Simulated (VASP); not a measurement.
# Tm (Im-3m) in VASP: settings compared

Aim: see how the results for Tm move with the level of theory and the settings. Levels: PBE, PBE+D2, PBE+D3, PBE+D3(BJ). Tasks: relaxation of cell and atoms.

All numbers are computed with VASP 6.6.1; they aren't measurements. Logs are shortened: lines on timing, memory, paths and dates and some standing lists are left out, and cuts for length are marked.

## 1. Starting point

It takes space group Im-3m (No. 229, cubic). The conventional cell has a = 3.941 Å, b = 3.941 Å, c = 3.941 Å, α = 90.00°, β = 90.00°, γ = 90.00°. Tm (site symmetry m-3m) has 8 Tm at 3.41 Å as nearest neighbours.

This isn't the form of Tm at room conditions, which is hcp.

## 2. Relaxation of cell and atoms, PBE, collinear spin, ferromagnetic start

Input file INCAR:

```
SYSTEM = Tm
ALGO = Normal
EDIFF = 1E-7
EDIFFG = -0.01
ENCUT = 600
GGA = PE
IBRION = 2
ISIF = 3
ISMEAR = -1
ISPIN = 2
LASPH = .TRUE.
LCHARG = .FALSE.
LMAXMIX = 6
LORBIT = 11
LREAL = .FALSE.
LWAVE = .FALSE.
MAGMOM = 2
NELM = 120
NSW = 40
PREC = Accurate
SIGMA = 0.05
```

Input file KPOINTS:

```
k-points
0
G
  7 7 7
  0 0 0
```

Input file POSCAR:

```
Tm
1.0
   -1.9705499473      1.9705499473      1.9705499473
    1.9705499473     -1.9705499473      1.9705499473
    1.9705499473      1.9705499473     -1.9705499473
Tm
1
Direct
    0.0000000000      0.0000000000      0.0000000000
```

Potentials or basis: VASP PAW PBE potentials, release 64 (Tm).

Run with:

```
> cat potpaw_PBE.64/Tm/POTCAR > POTCAR
> mpirun -np 1 vasp_std > vasp.out
```

OUTCAR:

```text
SYSTEM = Tm
   EDIFF = 1E-7
   EDIFFG = -0.01
   ENCUT = 600
   GGA = PE
   IBRION = 2
   ISIF = 3
   ISMEAR = -1
   ISPIN = 2
   LASPH = .TRUE.
   LORBIT = 11
   LREAL = .FALSE.
   NELM = 120
   NSW = 40
   PREC = Accurate

 ion  position               nearest neighbor table
   1  0.000  0.000  0.000-

  LATTYP: Found a body centered cubic cell.
 ALAT       =     3.9410998946

  Lattice vectors:

 A1 = (  -1.9705499473,   1.9705499473,   1.9705499473)
 A2 = (   1.9705499473,  -1.9705499473,   1.9705499473)
 A3 = (   1.9705499473,   1.9705499473,  -1.9705499473)

Analysis of symmetry for initial positions (statically):
=====================================================================
 Subroutine PRICEL returns:
 Original cell was already a primitive cell.

 Routine SETGRP: Setting up the symmetry group for a
 body centered cubic supercell.

 Subroutine GETGRP returns: Found 48 space group operations
 (whereof 48 operations were pure point group operations)
 out of a pool of 48 trial point group operations.

The static configuration has the point symmetry O_h .

Analysis of symmetry for dynamics (positions and initial velocities):
=====================================================================
 Subroutine PRICEL returns:
 Original cell was already a primitive cell.

 Routine SETGRP: Setting up the symmetry group for a
 body centered cubic supercell.

 Subroutine GETGRP returns: Found 48 space group operations
 (whereof 48 operations were pure point group operations)
 out of a pool of 48 trial point group operations.

The dynamic configuration has the point symmetry O_h .

Analysis of structural, dynamic, and magnetic symmetry:
=====================================================================
 Subroutine PRICEL returns:
 Original cell was already a primitive cell.

 Routine SETGRP: Setting up the symmetry group for a
 body centered cubic supercell.

 Subroutine GETGRP returns: Found 48 space group operations
 (whereof 48 operations were pure point group operations)
 out of a pool of 48 trial point group operations.

The overall configuration has the point symmetry O_h .

 Subroutine INISYM returns: Found 48 space group operations
 (whereof 48 operations are pure point group operations),
 and found     1 'primitive' translations

----------------------------------------------------------------------------------------

                                     Primitive cell

  volume of cell :      30.6071

  direct lattice vectors                    reciprocal lattice vectors
    -1.970549947  1.970549947  1.970549947     0.000000000  0.253736273  0.253736273
     1.970549947 -1.970549947  1.970549947     0.253736273  0.000000000  0.253736273
     1.970549947  1.970549947 -1.970549947     0.253736273  0.253736273  0.000000000

  length of vectors
     3.413092628  3.413092628  3.413092628     0.358837279  0.358837279  0.358837279

  position of ions in fractional coordinates (direct lattice)
     0.000000000  0.000000000  0.000000000

  ion indices of the primitive-cell ions
   primitive index   ion index
                 1           1

----------------------------------------------------------------------------------------

 KPOINTS: k-points

Automatic generation of k-mesh.
 Grid dimensions read from file:
 generate k-points for:    7    7    7

 Generating k-lattice:

  Cartesian coordinates                     Fractional coordinates (reciprocal lattice)
     0.000000000  0.036248039  0.036248039     0.142857143  0.000000000  0.000000000
     0.036248039  0.000000000  0.036248039     0.000000000  0.142857143  0.000000000
     0.036248039  0.036248039  0.000000000     0.000000000  0.000000000  0.142857143

  Length of vectors
     0.051262468  0.051262468  0.051262468

  Shift w.r.t. Gamma in fractional coordinates (k-lattice)
     0.000000000  0.000000000  0.000000000

 Subroutine IBZKPT returns following result:
 ===========================================

 Found     20 irreducible k-points:

 Following reciprocal coordinates:
            Coordinates               Weight
  0.000000  0.000000  0.000000      1.000000
  0.142857  0.000000  0.000000     12.000000
  0.285714  0.000000  0.000000     12.000000
  0.428571  0.000000  0.000000     12.000000
  0.142857  0.142857  0.000000     24.000000
  0.285714  0.142857  0.000000     48.000000
[... 12 lines left out ...]
 -0.428571 -0.428571  0.285714      8.000000
 -0.428571  0.428571  0.428571      6.000000
   k-points           NKPTS =     20   k-points in BZ     NKDIM =     20   number of bands    NBANDS=     16
   number of dos      NEDOS =    301   number of ions     NIONS =      1
   total plane-waves  NPLWV =  21952
   dimension x,y,z NGX =    28 NGY =   28 NGZ =   28
   dimension x,y,z NGXF=    56 NGYF=   56 NGZF=   56
   ions per type =               1
   NGX,Y,Z   is equivalent  to a cutoff of  13.64, 13.64, 13.64 a.u.
   NGXF,Y,Z  is equivalent  to a cutoff of  27.28, 27.28, 27.28 a.u.
 SYSTEM =  Tm
   PREC   = accura    normal or accurate (medium, high low for compatibility)
   ISTART =      0    job   : 0-new  1-cont  2-samecut
   ICHARG =      2    charge: 1-file 2-atom 10-const
   ISPIN  =      2    spin polarized calculation?
   LNONCOLLINEAR =      F non collinear calculations
   LSORBIT =      F    spin-orbit coupling
   LASPH  =      T    aspherical Exc in radial PAW
   ENCUT  =  600.0 eV  44.10 Ry    6.64 a.u.   6.82  6.82  6.82*2*pi/ulx,y,z
   NELM   =    120;   NELMIN=  2; NELMDL= -5     # of ELM steps
   EDIFF  = 0.1E-06   stopping-criterion for ELM
   LREAL  =      F    real-space projection
   EDIFFG = -.1E-01   stopping-criterion for IOM
   NSW    =     40    number of steps for IOM
   IBRION =      2    ionic relax: 0-MD 1-quasi-New 2-CG
   NFREE  =      1    steps in history (QN), initial steepest desc. (CG)
   ISIF   =      3    stress and relaxation
   ISYM   =      2    0-nonsym 1-usesym 2-fastsym
   POTIM  = 0.5000    time-step for ionic-motion
   TEBEG  =    0.0;   TEEND  =   0.0 temperature during run
   PSTRESS=    0.0 pullay stress
   NELECT =      23.0000    total number of electrons
   NUPDOWN=      -1.0000    fix difference up-down
   EMIN   =  10.00;   EMAX   =-10.00  energy-range for DOS
   EFERMI =   0.00;   METHOD = LEGACY
   ISMEAR =    -1;   SIGMA  =   0.05  broadening in eV -4-tet -1-fermi 0-gaus
   EFERMI_NEDOS =   21; number of points for ismear=-14 and -15
   IALGO  =     38    algorithm
   IMIX   =      4    mixing-type and parameters
     AMIX     =   0.40;   BMIX     =  1.00
     AMIX_MAG =   1.60;   BMIX_MAG =  1.00
  volume/ion in A,a.u.               =      30.61       206.55
  Fermi-wavevector in a.u.,A,eV,Ry     =   1.488367  2.812606 30.140115  2.215236
  Thomas-Fermi vector in A             =   2.601411
   LORBIT       =     11    0 simple, 1 ext, 2 COOP (PROOUT), +10 PAW based schemes
   GGA     = PE    functional components
   LHFCALC =     F    Hartree Fock is set to
   AEXX    =    0.0000 exact exchange contribution
   IVDW    =     0    specifies the selected vdW correction
   LEPSILON=     F    determine dielectric tensor
   LRPA    =     F    only Hartree local field effects (RPA)
 conjugate gradient relaxation of ions
 spin polarized calculation
  energy-cutoff  :      600.00
  volume of cell :       30.61
 maximum number of plane-waves:      1029
   NGX = 13   NGY = 13   NGZ = 13

--------------------------------------- Ionic step        1  -------------------------------------------

 number of electron      22.9999992 magnetization       1.1569888

 Free energy of the ion-electron system (eV)
  ---------------------------------------------------
  ext. energy  EPLUGINS =         0.00000000
  ---------------------------------------------------
  free energy    TOTEN  =        -4.05124288 eV

  energy without entropy =       -3.97811571  energy(sigma->0) =       -4.01467930

 E-fermi :   2.2647     XC(G=0): -10.1987

 val. band max:        2.2612413803   @ k =   0.2857   0.2857   0.1429
 cond. band min:       2.2653726494   @ k =   0.2857   0.2857   0.0000
 fundamental gap:      0.0041312691
 Fermi energy:         2.2646769814

 spin component 1

 k-point     1 :       0.0000    0.0000    0.0000
  band No.  band energies     occupation
      1     -48.2050      1.00000
      2     -21.1350      1.00000
      3     -21.1350      1.00000
      4     -21.1350      1.00000
      5      -3.0393      1.00000
      6       0.6581      1.00000
[... 8 lines left out ...]
     15       5.1426      0.00000
     16       7.3772      0.00000
[... 343 lines left out ...]
 k-point    20 :      -0.4286    0.4286    0.4286
  band No.  band energies     occupation
      1     -48.1312      1.00000
      2     -21.5614      1.00000
      3     -21.5393      1.00000
      4     -21.5393      1.00000
      5       0.7652      1.00000
      6       0.8210      1.00000
[... 8 lines left out ...]
     15       7.4476      0.00000
     16       7.8013      0.00000
 Fermi energy:         2.2646769814

 spin component 2

 k-point     1 :       0.0000    0.0000    0.0000
  band No.  band energies     occupation
      1     -47.6643      1.00000
      2     -20.7636      1.00000
      3     -20.7636      1.00000
      4     -20.7636      1.00000
      5      -3.1437      1.00000
      6       1.7776      0.99994
[... 8 lines left out ...]
     15       5.1944      0.00000
     16       7.3942      0.00000
[... 638 lines left out ...]
  energy  without entropy=       -3.9995732484  energy(sigma->0) =       -4.03876945

--------------------------------------- Ionic step        9  -------------------------------------------

 number of electron      22.9999996 magnetization      -1.0951151

 Free energy of the ion-electron system (eV)
  ---------------------------------------------------
  ext. energy  EPLUGINS =         0.00000000
  ---------------------------------------------------
  free energy    TOTEN  =        -4.07801339 eV

  energy without entropy =       -3.99977967  energy(sigma->0) =       -4.03889653

 E-fermi :   1.9233     XC(G=0):  -9.7128

 val. band max:        1.9189424348   @ k =   0.2857   0.2857   0.0000
 cond. band min:       1.9292084747   @ k =   0.2857   0.1429   0.1429
 fundamental gap:      0.0102660399
 Fermi energy:         1.9233342890

 spin component 1

 k-point     1 :       0.0000    0.0000    0.0000
  band No.  band energies     occupation
      1     -48.1043      1.00000
      2     -21.2992      1.00000
      3     -21.2992      1.00000
      4     -21.2992      1.00000
      5      -3.3314      1.00000
      6       1.4216      0.99996
[... 8 lines left out ...]
     15       4.7143      0.00000
     16       6.6991      0.00000
[... 343 lines left out ...]
 k-point    20 :      -0.4286    0.4286    0.4286
  band No.  band energies     occupation
      1     -48.0554      1.00000
      2     -21.6223      1.00000
      3     -21.6062      1.00000
      4     -21.6062      1.00000
      5       1.1439      1.00000
      6       1.1907      1.00000
[... 8 lines left out ...]
     15       6.5801      0.00000
     16       6.7183      0.00000
 Fermi energy:         1.9233342890

 spin component 2

 k-point     1 :       0.0000    0.0000    0.0000
  band No.  band energies     occupation
      1     -48.6335      1.00000
      2     -21.6582      1.00000
      3     -21.6582      1.00000
      4     -21.6582      1.00000
      5      -3.1880      1.00000
      6       0.3597      1.00000
[... 8 lines left out ...]
     15       4.6696      0.00000
     16       6.7160      0.00000
[... 387 lines left out ...]
  FREE ENERGIE OF THE ION-ELECTRON SYSTEM (eV)
  ---------------------------------------------------
  free  energy   TOTEN  =        -4.0780133882 eV

  energy  without entropy=       -3.9997796683  energy(sigma->0) =       -4.03889653

 reached required accuracy - stopping structural energy minimisation

 total charge

# of ion       s       p       d       f       tot
--------------------------------------------------
    1        2.206   5.939   0.337  12.531  21.013

 magnetization (x)

# of ion       s       p       d       f       tot
--------------------------------------------------
    1       -0.005   0.035   0.034  -1.267  -1.202
```

Wall time 5.2 min (1 thread of Intel Xeon 6975P-C (Granite Rapids), shared host); peak memory 0.2 GiB.

What came out:

| Quantity | Value |
| --- | --- |
| Free energy | -4.0780 eV |
| Relaxed volume | 34.00 Å³/atom |
| Relaxed cell | a = 3.535 Å, b = 3.535 Å, c = 3.535 Å, α = 109.47°, β = 109.47°, γ = 109.47° |
| Space group after relaxing (to 0.05 Å) | Im-3m (No. 229) |
| Energy gained by relaxing | 26.8 meV/atom |
| Ionic steps | 9 |
| Pressure after relaxing | 0.0 GPa |
| Band gap on the k mesh | none (metal or under the smearing width) |
| Net moment | -1.10 μB per cell |
| Site moments | Tm -1.20 μB |
| Valence electrons inside the program's atomic spheres | Tm 21.01 |

The path:
| step | energy change (eV) | largest force (eV/Å) | pressure (GPa) | volume (Å³) |
| --- | --- | --- | --- | --- |
| 1 | 0.0000 | 0.0000 | 2.55 | 30.61 |
| 2 | 0.0225 | 0.0000 | 1.12 | 32.82 |
| 3 | 0.0511 | 0.0000 | -0.57 | 34.88 |
| 4 | -0.0267 | 0.0000 | 0.40 | 34.14 |
| 5 | -0.0264 | 0.0000 | -0.20 | 34.44 |
| 6 | -0.0266 | 0.0000 | -0.24 | 34.34 |
| 7 | -0.0267 | 0.0000 | -0.05 | 34.24 |
| 8 | -0.0267 | 0.0000 | -0.20 | 34.18 |
| 9 | -0.0268 | 0.0000 | 0.03 | 34.00 |

Final structure:
```
Tm
1.0
    -2.04087    2.04087    2.04087
     2.04087   -2.04087    2.04087
     2.04087    2.04087   -2.04087
Tm
1
Direct
  0.00000 0.00000 0.00000
```

Caveat: the magnetic or orbital state may not be the lowest; spin-orbit coupling is left out, which moves the levels of the heavy elements. The state reached can hang on the start; a lower one may exist.

## 3. Relaxation of cell and atoms, PBE+D2, collinear spin, ferromagnetic start

Changes to INCAR since step 2:

```diff
@@ -10,2 +10,3 @@
 ISPIN = 2
+IVDW = 1
 LASPH = .TRUE.
```

KPOINTS is that of step 2.

POSCAR is that of step 2.

Potentials or basis: VASP PAW PBE potentials, release 64 (Tm).

Run with:

```
> cat potpaw_PBE.64/Tm/POTCAR > POTCAR
> mpirun -np 1 vasp_std > vasp.out
```

It took 3.6 min on 1 thread of Intel Xeon 6975P-C (Granite Rapids), shared host; peak memory 0.2 GiB.

The run converged. Its results:

| Item | Value |
| --- | --- |
| Free energy | -6.4852 eV |
| Relaxed volume | 31.70 Å³/atom |
| Relaxed cell | a = 3.453 Å, b = 3.453 Å, c = 3.453 Å, α = 109.47°, β = 109.47°, γ = 109.47° |
| Space group after relaxing (to 0.05 Å) | Im-3m (No. 229) |
| Energy gained by relaxing | 5.6 meV/atom |
| Ionic steps | 9 |
| Pressure after relaxing | 0.0 GPa |
| Band gap on the k mesh | none (metal or under the smearing width) |
| Net moment | -1.14 μB per cell |
| Site moments | Tm -1.22 μB |
| Valence electrons inside the program's atomic spheres | Tm 21.05 |
| Dispersion energy per atom | -2.419 eV |

Step by step:
| step | energy change (eV) | largest force (eV/Å) | pressure (GPa) | volume (Å³) |
| --- | --- | --- | --- | --- |
| 1 | 0.0000 | 0.0000 | 1.50 | 30.61 |
| 2 | 0.0702 | 0.0000 | -0.30 | 31.89 |
| 3 | -0.0056 | 0.0000 | 0.11 | 31.67 |
| 4 | -0.0056 | 0.0000 | -0.07 | 31.73 |
| 5 | -0.0056 | 0.0000 | -0.14 | 31.70 |
| 6 | -0.0056 | 0.0000 | 0.11 | 31.58 |
| 7 | -0.0056 | 0.0000 | 0.14 | 31.67 |
| 8 | -0.0056 | 0.0000 | 0.14 | 31.69 |
| 9 | -0.0056 | 0.0000 | -0.04 | 31.70 |

Final structure:
```
Tm
1.0
    -1.99364    1.99364    1.99364
     1.99364   -1.99364    1.99364
     1.99364    1.99364   -1.99364
Tm
1
Direct
  0.00000 0.00000 0.00000
```

Levels at points of the mesh, in eV from the Fermi level:
Spin up:
| k point | band 8 | band 9 | band 10 | band 11 | band 12 | band 13 | band 14 | band 15 |
| --- | --- | --- | --- | --- | --- | --- | --- | --- |
| (0.00, 0.00, 0.00) | -0.33 | -0.33 | -0.13 | -0.13 | -0.13 | 2.88 | 2.88 | 2.88 |
Spin down:
| k point | band 8 | band 9 | band 10 | band 11 | band 12 | band 13 | band 14 | band 15 | band 16 |
| --- | --- | --- | --- | --- | --- | --- | --- | --- | --- |
| (0.00, 0.00, 0.00) | -1.59 | -1.04 | -1.02 | -1.02 | -1.02 | 2.83 | 2.83 | 2.83 | 5.00 |

Caveat: the magnetic or orbital state may not be the lowest; atom-pairwise D2, TS and ULG terms overbind metals; spin-orbit coupling is left out, which moves the levels of the heavy elements; pairwise dispersion overbinds metals, which lowers pressure and volume. The state reached can hang on the start; a lower one may exist.

(Part 1 of 2 ends here.)
